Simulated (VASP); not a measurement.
# Cu2O (Pn-3m) in VASP: notebook

Runs on Cu2O. Level: PBE. Tasks: relaxation of cell and atoms.

All numbers are computed with VASP 6.6.1; they aren't measurements. Logs are shortened: lines on timing, memory, paths and dates and some standing lists are left out, and cuts for length are marked.

### 1 Starting point

Symmetry: Pn-3m, No. 224, cubic system. The conventional cell has a = 4.260 Å, b = 4.260 Å, c = 4.260 Å, α = 90.00°, β = 90.00°, γ = 90.00°. Around Cu (site symmetry -3m) lie 2 O at 1.84 Å. O (site symmetry -43m) has 4 Cu at 1.84 Å as nearest neighbours.

### 2 Relaxation of cell and atoms, PBE

INCAR

```
SYSTEM = Cu2O
PREC = Accurate
ENCUT = 520
EDIFF = 1E-7
ISMEAR = 0
SIGMA = 0.02
LREAL = .FALSE.
LASPH = .TRUE.
NELM = 60
ALGO = Normal
ISIF = 3
LWAVE = .FALSE.
LCHARG = .FALSE.
GGA = PE
IBRION = 2
NSW = 80
EDIFFG = -0.15
KPAR = 8
```

KPOINTS

```
Automatic mesh
0
G
  8 8 8
  0 0 0
```

POSCAR

```
Cu2O
1.0
    4.2600000000      0.0000000000      0.0000000000
    0.0000000000      4.2600000000      0.0000000000
    0.0000000000      0.0000000000      4.2600000000
Cu O
4 2
Direct
    0.2500000000      0.2500000000      0.2500000000
    0.2500000000      0.7500000000      0.7500000000
    0.7500000000      0.7500000000      0.2500000000
    0.7500000000      0.2500000000      0.7500000000
    0.0000000000      0.0000000000      0.0000000000
    0.5000000000      0.5000000000      0.5000000000
```

Potentials or basis: VASP PAW PBE potentials, release 64 (Cu, O).

Launch:

```bash
$ cat potpaw_PBE.64/Cu/POTCAR potpaw_PBE.64/O/POTCAR > POTCAR
$ mpirun -np 8 vasp_std > vasp.out
```

OUTCAR:

```text
SYSTEM = Cu2O
   PREC = Accurate
   ENCUT = 520
   EDIFF = 1E-7
   ISMEAR = 0
   LREAL = .FALSE.
   LASPH = .TRUE.
   NELM = 60
   ISIF = 3
   GGA = PE
   IBRION = 2
   NSW = 80
   EDIFFG = -0.15

 ion  position               nearest neighbor table
   1  0.250  0.250  0.250-   5 1.84   6 1.84
   2  0.250  0.750  0.750-   5 1.84   6 1.84
   3  0.750  0.750  0.250-   5 1.84   6 1.84
   4  0.750  0.250  0.750-   5 1.84   6 1.84
   5  0.000  0.000  0.000-   1 1.84   2 1.84   3 1.84   4 1.84
   6  0.500  0.500  0.500-   1 1.84   2 1.84   3 1.84   4 1.84

  LATTYP: Found a simple cubic cell.
 ALAT       =     4.2600000000

  Lattice vectors:

 A1 = (   4.2600000000,   0.0000000000,   0.0000000000)
 A2 = (   0.0000000000,   4.2600000000,   0.0000000000)
 A3 = (   0.0000000000,   0.0000000000,   4.2600000000)

Analysis of symmetry for initial positions (statically):
=====================================================================
 Subroutine PRICEL returns:
 Original cell was already a primitive cell.

 Routine SETGRP: Setting up the symmetry group for a
 simple cubic supercell.

 Subroutine GETGRP returns: Found 48 space group operations
 (whereof 24 operations were pure point group operations)
 out of a pool of 48 trial point group operations.

The static configuration has the point symmetry T_d .
 The point group associated with its full space group is O_h .

Analysis of symmetry for dynamics (positions and initial velocities):
=====================================================================
 Subroutine PRICEL returns:
 Original cell was already a primitive cell.

 Routine SETGRP: Setting up the symmetry group for a
 simple cubic supercell.

 Subroutine GETGRP returns: Found 48 space group operations
 (whereof 24 operations were pure point group operations)
 out of a pool of 48 trial point group operations.

The dynamic configuration has the point symmetry T_d .
 The point group associated with its full space group is O_h .

 Subroutine INISYM returns: Found 48 space group operations
 (whereof 24 operations are pure point group operations),
 and found     1 'primitive' translations

----------------------------------------------------------------------------------------

                                     Primitive cell

  volume of cell :      77.3088

  direct lattice vectors                    reciprocal lattice vectors
     4.260000000  0.000000000  0.000000000     0.234741784  0.000000000  0.000000000
     0.000000000  4.260000000  0.000000000     0.000000000  0.234741784  0.000000000
     0.000000000  0.000000000  4.260000000     0.000000000  0.000000000  0.234741784

  length of vectors
     4.260000000  4.260000000  4.260000000     0.234741784  0.234741784  0.234741784

  position of ions in fractional coordinates (direct lattice)
     0.250000000  0.250000000  0.250000000
     0.250000000  0.750000000  0.750000000
     0.750000000  0.750000000  0.250000000
     0.750000000  0.250000000  0.750000000
     0.000000000  0.000000000  0.000000000
     0.500000000  0.500000000  0.500000000

  ion indices of the primitive-cell ions
   primitive index   ion index
                 1           1
                 2           2
                 3           3
                 4           4
                 5           5
                 6           6

----------------------------------------------------------------------------------------

 KPOINTS: Automatic mesh

Automatic generation of k-mesh.
 Grid dimensions read from file:
[... 88 lines left out ...]
  Thomas-Fermi vector in A             =   2.585540
   LORBIT       =      0    0 simple, 1 ext, 2 COOP (PROOUT), +10 PAW based schemes
   GGA     = PE    functional components
   LHFCALC =     F    Hartree Fock is set to
   AEXX    =    0.0000 exact exchange contribution
   IVDW    =     0    specifies the selected vdW correction
   LEPSILON=     F    determine dielectric tensor
   LRPA    =     F    only Hartree local field effects (RPA)
 conjugate gradient relaxation of ions
 non-spin polarized calculation
 Gauss-broadening in eV      SIGMA  =   0.02
  energy-cutoff  :      520.00
  volume of cell :       77.31
 maximum number of plane-waves:      2103
 NGX is ok and might be reduce to    32
   NGX = 15   NGY = 15   NGZ = 15

--------------------------------------- Ionic step        1  -------------------------------------------

 number of electron      56.0000098 magnetization

 Free energy of the ion-electron system (eV)
  ---------------------------------------------------
  ext. energy  EPLUGINS =         0.00000000
  ---------------------------------------------------
  free energy    TOTEN  =       -27.25479368 eV

  energy without entropy =      -27.25479368  energy(sigma->0) =      -27.25479368

 E-fermi :   4.8796     XC(G=0): -11.0459

 val. band max:        4.7735846039   @ k =   0.0000   0.0000   0.0000
 cond. band min:       5.3123771079   @ k =   0.0000   0.0000   0.0000
 fundamental gap:      0.5387925040
 Fermi energy:         4.8795719239

 k-point     1 :       0.0000    0.0000    0.0000
  band No.  band energies     occupation
      1     -15.3871      2.00000
      2     -14.6488      2.00000
      3      -2.4740      2.00000
      4      -2.4740      2.00000
      5      -2.4740      2.00000
      6      -0.0897      2.00000
[... 853 lines left out ...]
     32       8.6505      0.00000
     33      10.6814      0.00000

 [... further k-points ...]

------------------------ aborting loop because EDIFF is reached ----------------------------------------

  FORCE on cell =-STRESS in cart. coord.  units (eV):
  Direction    XX          YY          ZZ          XY          YZ          ZX
  --------------------------------------------------------------------------------------
  -------------------------------------------------------------------------------------
  Total        1.9350057      1.9350057      1.9350057      0.0000000      0.0000000      0.0000000
  in kB       40.1018162     40.1018162     40.1018162      0.0000000      0.0000000      0.0000000
  external PRESSURE =      40.1018162 kB  Pullay stress =       0.0000000 kB

 VOLUME and BASIS-vectors are now :
 -----------------------------------------------------------------------------
  energy-cutoff  :      520.00
  volume of cell :       77.31
      direct lattice vectors                 reciprocal lattice vectors
     4.260000000  0.000000000  0.000000000     0.234741784  0.000000000  0.000000000
     0.000000000  4.260000000  0.000000000     0.000000000  0.234741784  0.000000000
     0.000000000  0.000000000  4.260000000     0.000000000  0.000000000  0.234741784

 POSITION                                       TOTAL-FORCE (eV/Angst)
 -----------------------------------------------------------------------------------
      1.06500      1.06500      1.06500         0.000000     -0.000000     -0.000000
      1.06500      3.19500      3.19500        -0.000000     -0.000000      0.000000
      3.19500      3.19500      1.06500         0.000000      0.000000      0.000000
      3.19500      1.06500      3.19500        -0.000000     -0.000000      0.000000
      0.00000      0.00000      0.00000        -0.000000     -0.000000      0.000000
      2.13000      2.13000      2.13000        -0.000000     -0.000000     -0.000000
 -----------------------------------------------------------------------------------
    total drift:                               -0.000000      0.000000      0.000000

  FREE ENERGIE OF THE ION-ELECTRON SYSTEM (eV)
  ---------------------------------------------------
  free  energy   TOTEN  =       -27.2547936755 eV

  energy  without entropy=      -27.2547936755  energy(sigma->0) =      -27.25479368

--------------------------------------- Ionic step        2  -------------------------------------------

 number of electron      55.9999926 magnetization

 Free energy of the ion-electron system (eV)
  ---------------------------------------------------
  ext. energy  EPLUGINS =         0.00000000
  ---------------------------------------------------
  free energy    TOTEN  =       -27.28127185 eV

  energy without entropy =      -27.28127185  energy(sigma->0) =      -27.28127185

 E-fermi :   4.3749     XC(G=0): -10.7976

 val. band max:        4.2645970678   @ k =   0.0000   0.0000   0.0000
 cond. band min:       4.7043691693   @ k =   0.0000   0.0000   0.0000
 fundamental gap:      0.4397721015
 Fermi energy:         4.3749340108

 k-point     1 :       0.0000    0.0000    0.0000
  band No.  band energies     occupation
      1     -15.5193      2.00000
      2     -14.8660      2.00000
      3      -2.5912      2.00000
      4      -2.5912      2.00000
      5      -2.5912      2.00000
      6      -0.3130      2.00000
[... 853 lines left out ...]
     32       8.0770      0.00000
     33      10.0677      0.00000

 [... further k-points ...]

------------------------ aborting loop because EDIFF is reached ----------------------------------------

  FORCE on cell =-STRESS in cart. coord.  units (eV):
  Direction    XX          YY          ZZ          XY          YZ          ZX
  --------------------------------------------------------------------------------------
  -------------------------------------------------------------------------------------
  Total       -0.7468399     -0.7468399     -0.7468399     -0.0000000     -0.0000000      0.0000000
  in kB      -14.7772872    -14.7772872    -14.7772872     -0.0000000     -0.0000000      0.0000000
  external PRESSURE =     -14.7772872 kB  Pullay stress =       0.0000000 kB

 VOLUME and BASIS-vectors are now :
 -----------------------------------------------------------------------------
  energy-cutoff  :      520.00
  volume of cell :       80.97
      direct lattice vectors                 reciprocal lattice vectors
     4.326278367  0.000000000  0.000000000     0.231145552 -0.000000000 -0.000000000
     0.000000000  4.326278367  0.000000000    -0.000000000  0.231145552 -0.000000000
     0.000000000  0.000000000  4.326278367    -0.000000000  0.000000000  0.231145552

 POSITION                                       TOTAL-FORCE (eV/Angst)
 -----------------------------------------------------------------------------------
      1.08157      1.08157      1.08157        -0.000000     -0.000000     -0.000000
      1.08157      3.24471      3.24471        -0.000000     -0.000000      0.000000
      3.24471      3.24471      1.08157         0.000000      0.000000      0.000000
      3.24471      1.08157      3.24471        -0.000000      0.000000     -0.000000
      4.32628      4.32628      0.00000         0.000000     -0.000000     -0.000000
      2.16314      2.16314      2.16314         0.000000     -0.000000     -0.000000
 -----------------------------------------------------------------------------------
    total drift:                               -0.000000      0.000000      0.000000

  FREE ENERGIE OF THE ION-ELECTRON SYSTEM (eV)
  ---------------------------------------------------
  free  energy   TOTEN  =       -27.2812718540 eV

  energy  without entropy=      -27.2812718540  energy(sigma->0) =      -27.28127185

 reached required accuracy - stopping structural energy minimisation
```

Run time: 41 s. Hardware: 8 MPI ranks of Intel Xeon Platinum 8175M at 2.50GHz (Skylake/Cascade Lake), shared host; peak memory 0.23 GiB.

What came out:

```yaml
Free_energy: -27.2813 eV
Relaxed_volume: 13.50 Å³/atom
Relaxed_cell: a = 4.326 Å, b = 4.326 Å, c = 4.326 Å, α = 90.00°, β = 90.00°, γ = 90.00°
Space_group_after_relaxing_to_0.05_Å: Pn-3m (No. 224)
Energy_gained_by_relaxing: 4.4 meV/atom
Ionic_steps: 2
Pressure_after_relaxing: -1.5 GPa
Band_gap_on_the_k_mesh: 0.44 eV, direct
```

Step by step:
| step | energy change (eV) | largest force (eV/Å) | pressure (GPa) | volume (Å³) |
| --- | --- | --- | --- | --- |
| 1 | 0.0000 | 0.0000 | 4.01 | 77.31 |
| 2 | -0.0265 | 0.0000 | -1.48 | 80.97 |

Final structure:
```
Cu O
1.0
     4.32628    0.00000    0.00000
     0.00000    4.32628    0.00000
     0.00000    0.00000    4.32628
Cu O
4 2
Cartesian
  1.0816 1.0816 1.0816
  1.0816 3.2447 3.2447
  3.2447 3.2447 1.0816
  3.2447 1.0816 3.2447
  4.3263 4.3263 0.0000
  2.1631 2.1631 2.1631
```

Levels at points of the mesh, in eV from the valence-band top:
```
           k point  band 25  band 26  band 27  band 28  band 29  band 30  band 31  band 32
(0.00, 0.00, 0.00)    -1.47     0.00     0.00     0.00     0.44     1.41     1.41     7.67
(0.50, 0.00, 0.00)    -1.12    -1.12    -0.36    -0.36     2.16     2.16     4.26     4.26
(0.50, 0.50, 0.00)    -1.13    -1.13    -0.61    -0.61     1.90     1.90     3.77     3.77
(0.50, 0.50, 0.50)    -0.95    -0.53    -0.53    -0.53     2.54     2.54     2.54     4.74
```

Caveat: the relaxation stopped at a loose force limit of 0.15 eV/Å, so its end isn't a converged minimum. A k mesh can miss the band edges.

### 3 Relaxation of cell and atoms, PBE

This run uses another cell than the first one, of 13.50 Å³/atom, 1.047 times its volume.

INCAR is that of step 2.

KPOINTS is that of step 2.

POSCAR

```
Cu2O                                    
1.0
    4.3262783669      0.0000000000      0.0000000000
    0.0000000000      4.3262783669      0.0000000000
    0.0000000000      0.0000000000      4.3262783669
  Cu              O             
     4     2
Direct
     0.2500000000000000    0.2500000000000000    0.2500000000000000
     0.2500000000000000    0.7500000000000000    0.7500000000000000
     0.7500000000000000    0.7500000000000000    0.2500000000000000
     0.7500000000000000    0.2500000000000000    0.7500000000000000
     1.0000000000000000    1.0000000000000000    0.0000000000000000
     0.5000000000000000    0.5000000000000000    0.5000000000000000
```

Potentials or basis: VASP PAW PBE potentials, release 64 (Cu, O).

Launch:

```bash
$ cat potpaw_PBE.64/Cu/POTCAR potpaw_PBE.64/O/POTCAR > POTCAR
$ mpirun -np 8 vasp_std > vasp.out
```

It took 26 s on 8 MPI ranks of Intel Xeon Platinum 8175M at 2.50GHz (Skylake/Cascade Lake), shared host; peak memory 0.23 GiB.

Results (log left out):

```yaml
Free_energy: -27.2855 eV
Pressure_after_relaxing: -1.4 GPa
Band_gap_on_the_k_mesh: 0.44 eV, direct
```

Final structure:
```xyz
6
Lattice="4.3263 0.0000 0.0000 0.0000 4.3263 0.0000 0.0000 0.0000 4.3263" Properties=species:S:1:pos:R:3 pbc="T T T"
Cu    1.0816    1.0816    1.0816
Cu    1.0816    3.2447    3.2447
Cu    3.2447    3.2447    1.0816
Cu    3.2447    1.0816    3.2447
O     0.0000    0.0000    0.0000
O     2.1631    2.1631    2.1631
```

Levels at points of the mesh, in eV from the valence-band top:
```csv
k point,band 26,band 27,band 28,band 29,band 30,band 31
"(0.00, 0.00, 0.00)",0.00,0.00,0.00,0.44,1.41,1.41
"(0.50, 0.00, 0.00)",-1.12,-0.36,-0.36,2.16,2.16,4.26
"(0.50, 0.50, 0.00)",-1.13,-0.61,-0.61,1.90,1.90,3.77
"(0.50, 0.50, 0.50)",-0.53,-0.53,-0.53,2.54,2.54,2.54
```

Caveat: the relaxation stopped at its first step, so nothing moved; the relaxation stopped at a loose force limit of 0.15 eV/Å, so its end isn't a converged minimum. A k mesh can miss the band edges.
